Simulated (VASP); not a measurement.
# CdSe (Cadmoselite): input slips in a relaxation and what they do

Some relaxations of CdSe (Cadmoselite) get a fault in the input on purpose. Which of them show, and how? The starting structure is a measured crystal structure from the Crystallography Open Database. The first relaxation on each setting starts from this cell expanded by 3 % in volume.

Program: VASP 6.6.1. Level of theory: Kohn-Sham DFT with plane waves and PAW; PBEsol. Results are calculated unless marked as measured.

## Step 1: The structure

Symmetry: P6_3mc, No. 186, hexagonal system. Conventional cell: a = 4.299 Å, b = 4.299 Å, c = 7.010 Å, α = 90.00°, β = 90.00°, γ = 120.00°. Cd has 4 Se at 2.63 to 2.64 Å nearest. Nearest to Se lie 4 Cd at 2.63 to 2.64 Å. Farther neighbours and most contacts between anions are not listed.

## Step 2: Reference relaxation

This run starts from the cell of an earlier relaxation, which isn't shown; the restart sets up the plane waves anew.

The input, INCAR:

```
SYSTEM = CdSe
PREC = Accurate
ENCUT = 450
EDIFF = 1E-06
NELM = 100
ISMEAR = 0
SIGMA = 0.03
LREAL = .FALSE.
ALGO = Normal
GGA = PS
NBANDS = 24
LORBIT = 11
LWAVE = .FALSE.
LCHARG = .FALSE.
KPAR = 8
IBRION = 2
NSW = 50
ISIF = 3
EDIFFG = -0.006
```

The input, POSCAR:

```
CdSe
1.0
    4.3101518474      0.0000000000      0.0000000000
   -2.1550759237      3.7327009940      0.0000000000
    0.0000000000      0.0000000000      7.0304562246
Cd Se
2 2
Direct
    0.6666666667      0.3333333333      0.5004406066
    0.3333333333      0.6666666667      0.0004406066
    0.6666666667      0.3333333333      0.8763493934
    0.3333333333      0.6666666667      0.3763493934
```

The input, KPOINTS:

```
Automatic mesh
0
Gamma
6 6 4
0 0 0
```

Potentials, in the order of the species: Cd and Se (PBE family, release 64).

Run with:

```sh
$ mpirun -np 8 vasp_std
```

The log of the run:

```text
[banner, memory and clock lines left out]
running    8 mpi-ranks, on    1 nodes
 distrk:  each k-point on    1 cores,    8 groups
 distr:  one band on    1 cores,    1 groups

 POSCAR found type information on POSCAR CdSe
 POSCAR found :  2 types and       4 ions
|                                                                             |
|           W    W    AA    RRRRR   N    N  II  N    N   GGGG   !!!           |
|           W    W   A  A   R    R  NN   N  II  NN   N  G    G  !!!           |
|           W    W  A    A  R    R  N N  N  II  N N  N  G       !!!           |
|           W WW W  AAAAAA  RRRRR   N  N N  II  N  N N  G  GGG   !            |
|           WW  WW  A    A  R   R   N   NN  II  N   NN  G    G                |
|           W    W  A    A  R    R  N    N  II  N    N   GGGG   !!!           |
|                                                                             |
|     For optimal performance we recommend to set                             |
|       NCORE = 2 up to number-of-cores-per-socket                            |
|     NCORE specifies how many cores store one orbital (NPAR=cpu/NCORE).      |
|     This setting can greatly improve the performance of VASP for DFT.       |
|     The default, NCORE=1 might be grossly inefficient on modern             |
|     multi-core architectures or massively parallel machines. Do your        |
|     Unfortunately you need to use the default for GW and RPA                |
|     calculations (for HF NCORE is supported but not extensively tested      |
|     yet).                                                                   |
|                                                                             |

|                                                                             |
|               ----> ADVICE to this user running VASP <----                  |
|                                                                             |
|     You enforced a specific xc type in the INCAR file but a different       |
|     [... a line on the potential file left out ...]
|     I HOPE YOU KNOW WHAT YOU ARE DOING!                                     |
|                                                                             |

 LDA part: xc-table for (Slater+PW92), standard interpolation
 POSCAR, INCAR and KPOINTS ok, starting setup
 FFT: planning ... GRIDC
 FFT: planning ... GRID_SOFT
 FFT: planning ... GRID
 WAVECAR not read
 entering main loop
       N       E                     dE             d eps       ncg     rms          rms(c)
DAV:   1     0.219494703371E+03    0.21949E+03   -0.15967E+04  1008   0.120E+03
DAV:   2    -0.255630251126E+01   -0.22205E+03   -0.21717E+03  1176   0.310E+02
DAV:   3    -0.130390021285E+02   -0.10483E+02   -0.10456E+02  1184   0.695E+01
DAV:   4    -0.131087689803E+02   -0.69767E-01   -0.69756E-01  1168   0.555E+00
DAV:   5    -0.131092898803E+02   -0.52090E-03   -0.52087E-03  1232   0.431E-01    0.834E+00
DAV:   6    -0.123857344626E+02    0.72356E+00   -0.15323E+00  1296   0.130E+01    0.666E+00
DAV:   7    -0.123494511291E+02    0.36283E-01   -0.51747E-01  1144   0.389E+00    0.282E+00
DAV:   8    -0.123456451900E+02    0.38059E-02   -0.57828E-02  1088   0.260E+00    0.351E-01
DAV:   9    -0.123449962006E+02    0.64899E-03   -0.83660E-03  1240   0.113E+00    0.107E-01
DAV:  10    -0.123450358525E+02   -0.39652E-04   -0.79452E-04  1096   0.309E-01    0.632E-02
DAV:  11    -0.123451020446E+02   -0.66192E-04   -0.19415E-04  1128   0.100E-01    0.254E-02
DAV:  12    -0.123450843503E+02    0.17694E-04   -0.81376E-05  1240   0.977E-02    0.823E-03
DAV:  13    -0.123450874874E+02   -0.31371E-05   -0.15128E-05  1120   0.186E-02    0.914E-03
DAV:  14    -0.123450862575E+02    0.12299E-05   -0.35157E-06  1016   0.145E-02    0.377E-03
DAV:  15    -0.123450863386E+02   -0.81061E-07   -0.35979E-07   608   0.360E-03
   1 F= -.12345086E+02 E0= -.12345086E+02  d E =-.123451E+02
 curvature:   0.00 expect dE= 0.000E+00 dE for cont linesearch  0.000E+00
 trial: gam= 0.00000 g(F)=  0.327E-05 g(S)=  0.336E-04 ort = 0.000E+00 (trialstep = 0.100E+01)
 search vector abs. value=  0.369E-04
 bond charge predicted
       N       E                     dE             d eps       ncg     rms          rms(c)
DAV:   1    -0.123454882247E+02   -0.40197E-03   -0.94522E-03  1088   0.946E-01    0.146E-01
DAV:   2    -0.123451348216E+02    0.35340E-03   -0.10218E-03  1096   0.378E-01    0.489E-02
DAV:   3    -0.123451007328E+02    0.34089E-04   -0.92215E-05  1104   0.766E-02    0.423E-02
DAV:   4    -0.123450972554E+02    0.34774E-05   -0.97011E-06  1064   0.195E-02    0.631E-03
DAV:   5    -0.123450972122E+02    0.43243E-07   -0.25533E-06   920   0.185E-02
   2 F= -.12345097E+02 E0= -.12345097E+02  d E =-.108736E-04
 trial-energy change:   -0.000011  1 .order   -0.000009   -0.000037    0.000019
 step:   0.6564(harm=  0.6564)  dis= 0.00013  next Energy=   -12.345098 (dE=-0.121E-04)
 reached required accuracy - stopping structural energy minimisation
```

It took 14 s on 8 MPI ranks of Intel Xeon 6975P-C (Granite Rapids), shared host; peak memory 1.9 GiB.

The logs omit lines about the potential files and the build; timing stands in the text.

From OUTCAR (step 2):

```text
ion  position               nearest neighbor table
   1  0.667  0.333  0.500-   4 2.64   4 2.64   4 2.64   3 2.64
   2  0.333  0.667  0.000-   3 2.64   3 2.64   3 2.64   4 2.64
   3  0.667  0.333  0.876-   2 2.64   2 2.64   2 2.64   1 2.64
   4  0.333  0.667  0.376-   1 2.64   1 2.64   1 2.64   2 2.64

  LATTYP: Found a hexagonal cell.
 ALAT       =     4.3101518474
 C/A-ratio  =     1.6311388725

 Subroutine GETGRP returns: Found 12 space group operations
 (whereof  6 operations were pure point group operations)

The static configuration has the point symmetry C_3v.
 The point group associated with its full space group is C_6v.

 Found     21 irreducible k-points:

   k-points           NKPTS =     21   k-points in BZ     NKDIM =     21   number of bands    NBANDS=     24

   dimension x,y,z NGX =    30 NGY =   30 NGZ =   50
   dimension x,y,z NGXF=    60 NGYF=   60 NGZF=  100

   ENCUT  =  450.0 eV  33.07 Ry    5.75 a.u.   7.46  7.46 12.16*2*pi/ulx,y,z

   NELECT =      36.0000    total number of electrons

 k-points in reciprocal lattice and weights: Automatic mesh
   0.00000000  0.00000000  0.00000000       0.007
   0.16666667  0.00000000  0.00000000       0.042
   0.33333333 -0.00000000  0.00000000       0.042
   0.50000000 -0.00000000  0.00000000       0.021
   0.16666667  0.16666667  0.00000000       0.042
   0.33333333  0.16666667  0.00000000       0.083
   0.33333333  0.33333333  0.00000000       0.014
   0.00000000  0.00000000  0.25000000       0.014
   0.16666667  0.00000000  0.25000000       0.083
[...]
0.33333333  0.16666667  0.50000000       0.083
   0.33333333  0.33333333  0.50000000       0.014

 average (electrostatic) potential at core
       1 -39.9137       2 -39.9137       3 -56.4462       4 -56.4462

 E-fermi :   0.9506

 k-point     1 :       0.0000    0.0000    0.0000
  band No.  band energies     occupation
    ...
     14       0.0143      2.00000
     15       0.0143      2.00000
     16       0.7366      2.00000
     17       0.7852      2.00000
     18       0.7852      2.00000
     19       1.3164      0.00000
     20       2.8729      0.00000
     21       6.5591      0.00000
     22       6.5591      0.00000
     23       6.8477      0.00000
    ...

 k-point     2 :       0.1667    0.0000    0.0000
  band No.  band energies     occupation
    ...
     14      -1.0455      2.00000
     15      -0.6564      2.00000
     16      -0.3086      2.00000
     17       0.5271      2.00000
     18       0.5903      2.00000
     19       2.6780      0.00000
     20       3.8432      0.00000
     21       5.9246      0.00000
     22       6.9266      0.00000
     23       6.9283      0.00000
    ...

 k-point     3 :       0.3333   -0.0000    0.0000
  band No.  band energies     occupation
    ...
     14      -2.3069      2.00000
     15      -1.8891      2.00000
     16      -0.8488      2.00000
     17      -0.0790      2.00000
     18       0.2060      2.00000
     19       3.6750      0.00000
     20       4.1274      0.00000
     21       5.7424      0.00000
     22       6.5184      0.00000
     23       7.2016      0.00000
    ...

  Total        0.0165018      0.0165018      0.0218967      0.0000000      0.0000000     -0.0000000
  in kB        0.2339970      0.2339970      0.3104963      0.0000000      0.0000000     -0.0000000
  external PRESSURE =       0.2594968 kB  Pullay stress =       0.0000000 kB

  energy-cutoff  :      450.00
  volume of cell :      112.99
      direct lattice vectors                 reciprocal lattice vectors
     4.308858758  0.000000000  0.000000000     0.232080014  0.133991458  0.000000000
    -2.154429379  3.731581146 -0.000000000     0.000000000  0.267982917  0.000000000
     0.000000000  0.000000000  7.027118522     0.000000000  0.000000000  0.142305839

 POSITION                                       TOTAL-FORCE (eV/Angst)
 -----------------------------------------------------------------------------------
      2.15443      1.24386      3.51685         0.000000      0.000000      0.001250
     -0.00000      2.48772      0.00329        -0.000000     -0.000000      0.001250
      2.15443      1.24386      6.15801        -0.000000      0.000000     -0.001250
     -0.00000      2.48772      2.64445         0.000000      0.000000     -0.001250
 -----------------------------------------------------------------------------------
    total drift:                               -0.000000      0.000000     -0.000190

  FREE ENERGIE OF THE ION-ELECTRON SYSTEM (eV)
  ---------------------------------------------------
  free  energy   TOTEN  =       -12.3450972122 eV

  energy  without entropy=      -12.3450972122  energy(sigma->0) =      -12.34509721

 reached required accuracy - stopping structural energy minimisation

 total charge
# of ion       s       p       d       tot
------------------------------------------
    1        0.446   0.315   9.551  10.312
    2        0.446   0.315   9.551  10.312
    3        1.445   2.378   0.022   3.845
    4        1.445   2.378   0.022   3.845
--------------------------------------------------
tot          3.783   5.386  19.146  28.314

[... 3 further parts left out ...]
```

CONTCAR:

```
CdSe
   1.00000000000000
     4.3088587583721401    0.0000000000000000    0.0000000000000000
    -2.1544293791860700    3.7315811460525334   -0.0000000000000000
     0.0000000000000000    0.0000000000000000    7.0271185224903325
  Cd              Se
     2     2
Direct
     0.6666666667000030    0.3333333332999970    0.5004688437392565
     0.3333333332999970    0.6666666667000030    0.0004688437392565
     0.6666666667000030    0.3333333332999970    0.8763211562607433
     0.3333333332999970    0.6666666667000030    0.3763211562607433
```

The PAW data sets were made with PBE, which is usual practice but a small mismatch for other functionals. The run keeps the 12 symmetry operations of its start, so it cannot find a distortion of lower symmetry.

The reference relaxation ends at 28.247 Å³ an atom.

## Step 3: Relaxation with a functional's name that the tag doesn't take

A slip made on purpose: a functional's name that the tag doesn't take. Against step 2 the input has GGA = PBESOL (also changed: NELM).

INCAR: that of step 2 with these lines changed.

```diff
@@ -4,3 +4,3 @@
 EDIFF = 1E-06
-NELM = 100
+NELM = 60
 ISMEAR = 0
@@ -9,3 +9,3 @@
 ALGO = Normal
-GGA = PS
+GGA = PBESOL
 NBANDS = 24
```

The input, POSCAR:

```
CdSe
1.0
    4.3415671248      0.0000000000      0.0000000000
   -2.1707835624      3.7599074223      0.0000000000
    0.0000000000      0.0000000000      7.0794104547
Cd Se
2 2
Direct
    0.6666666667      0.3333333333      0.5000000000
    0.3333333333      0.6666666667      0.0000000000
    0.6666666667      0.3333333333      0.8767900000
    0.3333333333      0.6666666667      0.3767900000
```

KPOINTS is that of step 2.

Run with:

```sh
$ mpirun -np 8 vasp_std
```

The log of the run:

```text
[banner, memory and clock lines left out]
running    8 mpi-ranks, on    1 nodes
[...]
|                                                                             |
|           W    W    AA    RRRRR   N    N  II  N    N   GGGG   !!!           |
|           W    W   A  A   R    R  NN   N  II  NN   N  G    G  !!!           |
|           W    W  A    A  R    R  N N  N  II  N N  N  G       !!!           |
|           W WW W  AAAAAA  RRRRR   N  N N  II  N  N N  G  GGG   !            |
|           WW  WW  A    A  R   R   N   NN  II  N   NN  G    G                |
|           W    W  A    A  R    R  N    N  II  N    N   GGGG   !!!           |
|                                                                             |
|     For optimal performance we recommend to set                             |
|       NCORE = 2 up to number-of-cores-per-socket                            |
|     NCORE specifies how many cores store one orbital (NPAR=cpu/NCORE).      |
|     This setting can greatly improve the performance of VASP for DFT.       |
[...]
|     calculations (for HF NCORE is supported but not extensively tested      |
|     yet).                                                                   |
|                                                                             |

|                                                                             |
|     EEEEEEE  RRRRRR   RRRRRR   OOOOOOO  RRRRRR      ###     ###     ###     |
|     E        R     R  R     R  O     O  R     R     ###     ###     ###     |
|     E        R     R  R     R  O     O  R     R     ###     ###     ###     |
|     EEEEE    RRRRRR   RRRRRR   O     O  RRRRRR       #       #       #      |
|     E        R   R    R   R    O     O  R   R                               |
|     E        R    R   R    R   O     O  R    R      ###     ###     ###     |
|     EEEEEEE  R     R  R     R  OOOOOOO  R     R     ###     ###     ###     |
|                                                                             |
|     Error: One of the selected functionals does not exist.                  |
|                                                                             |
|       ---->  I REFUSE TO CONTINUE WITH THIS SICK JOB ... BYE!!! <----       |
|                                                                             |

1
1
1
1
1
1
1
1
```

The job ended after 5.6 s (8 MPI ranks).

VASP stopped with this message: “Error: One of the selected functionals does not exist”.

## Step 4: Relaxation with too few ionic steps

A slip made on purpose: too few ionic steps. Against step 2 the input has NSW = 2 (also changed: NELM).

INCAR: that of step 3 with these lines changed.

```diff
@@ -9,3 +9,3 @@
 ALGO = Normal
-GGA = PBESOL
+GGA = PS
 NBANDS = 24
@@ -16,3 +16,3 @@
 IBRION = 2
-NSW = 50
+NSW = 2
 ISIF = 3
```

POSCAR is that of step 3.

KPOINTS is that of step 3.

Run with:

```sh
$ mpirun -np 8 vasp_std
```

The log of the run:

```text
[banner, memory and clock lines left out]
running    8 mpi-ranks, on    1 nodes
[...]
[... a notice as in an earlier step ...]

 [... a notice as in an earlier step ...]

 LDA part: xc-table for (Slater+PW92), standard interpolation
 POSCAR, INCAR and KPOINTS ok, starting setup
[...]
entering main loop
       N       E                     dE             d eps       ncg     rms          rms(c)
DAV:   1     0.218432878492E+03    0.21843E+03   -0.15927E+04  1008   0.120E+03
DAV:   2    -0.245644552081E+01   -0.22089E+03   -0.21558E+03  1192   0.310E+02
DAV:   3    -0.130333280156E+02   -0.10577E+02   -0.10549E+02  1240   0.688E+01
DAV:   4    -0.131057825536E+02   -0.72455E-01   -0.72441E-01  1144   0.550E+00
[...]
DAV:  13    -0.123379592696E+02   -0.30314E-05   -0.17162E-05  1168   0.198E-02    0.857E-03
DAV:  14    -0.123379582005E+02    0.10691E-05   -0.28354E-06  1000   0.122E-02    0.380E-03
DAV:  15    -0.123379582914E+02   -0.90921E-07   -0.33848E-07   592   0.312E-03
   1 F= -.12337958E+02 E0= -.12337958E+02  d E =-.123380E+02
[...]
N       E                     dE             d eps       ncg     rms          rms(c)
DAV:   1    -0.126309483949E+02   -0.29299E+00   -0.60221E+00  1088   0.244E+01    0.369E+00
DAV:   2    -0.123733957604E+02    0.25755E+00   -0.72366E-01  1080   0.104E+01    0.120E+00
DAV:   3    -0.123492392920E+02    0.24156E-01   -0.72354E-02  1072   0.210E+00    0.104E+00
DAV:   4    -0.123461759634E+02    0.30633E-02   -0.61813E-03  1056   0.597E-01    0.159E-01
DAV:   5    -0.123457866871E+02    0.38928E-03   -0.19382E-03  1216   0.512E-01    0.103E-01
DAV:   6    -0.123458144465E+02   -0.27759E-04   -0.23124E-04  1072   0.121E-01    0.228E-02
DAV:   7    -0.123458131366E+02    0.13100E-05   -0.44644E-06  1232   0.188E-02    0.129E-02
DAV:   8    -0.123458142001E+02   -0.10636E-05   -0.29529E-06   920   0.753E-03    0.188E-03
DAV:   9    -0.123458143363E+02   -0.13619E-06   -0.19786E-07   688   0.396E-03
   2 F= -.12345814E+02 E0= -.12345814E+02  d E =-.785604E-02
 trial-energy change:   -0.007856  1 .order   -0.007622   -0.022985    0.007741
 step:   0.7565(harm=  0.7481)  dis= 0.00097  next Energy=   -12.346754 (dE=-0.880E-02)
```

Run time: 8.6 s. Hardware: 8 MPI ranks; peak memory 1.9 GiB.

From OUTCAR (step 4):

```text
  Total        0.2662267      0.2662267      0.2809766      0.0000000     -0.0000000     -0.0000000
  in kB        3.7989374      3.7989374      4.0094110      0.0000000     -0.0000000     -0.0000000
  external PRESSURE =       3.8690953 kB  Pullay stress =       0.0000000 kB

 POSITION                                       TOTAL-FORCE (eV/Angst)
 -----------------------------------------------------------------------------------
      2.15099      1.24187      3.50397         0.000000     -0.000000      0.010012
     -0.00000      2.48375      0.00126        -0.000000     -0.000000      0.010012
      2.15099      1.24187      6.14101         0.000000     -0.000000     -0.010012
     -0.00000      2.48375      2.63831        -0.000000      0.000000     -0.010012
 -----------------------------------------------------------------------------------
    total drift:                               -0.000000      0.000000     -0.000443

  FREE ENERGIE OF THE ION-ELECTRON SYSTEM (eV)
  ---------------------------------------------------
  free  energy   TOTEN  =       -12.3458143363 eV

  energy  without entropy=      -12.3458143363  energy(sigma->0) =      -12.34581434

[... 1 part as in an earlier step ...]

[... 2 further parts left out ...]
[key lines of the parts left out:]
E-fermi :   1.0008
```

The relaxation used up its 2 ionic steps (NSW) before forces and stress met EDIFFG.

(Part 1 of 2 ends here.)

[Lines on the potential files, build, host, timing and source positions are cut from VASP's logs without a mark.]

[Logs are printed without paths, hosts, clocks, repeated set-up lines and the standing remarks that a program may print on its own settings, such as how far it seeks lower states.]

[Hosts, paths, dates, database ids (printed as entryN), source tags and the programs' standing remarks are cut or masked in the printed files.]
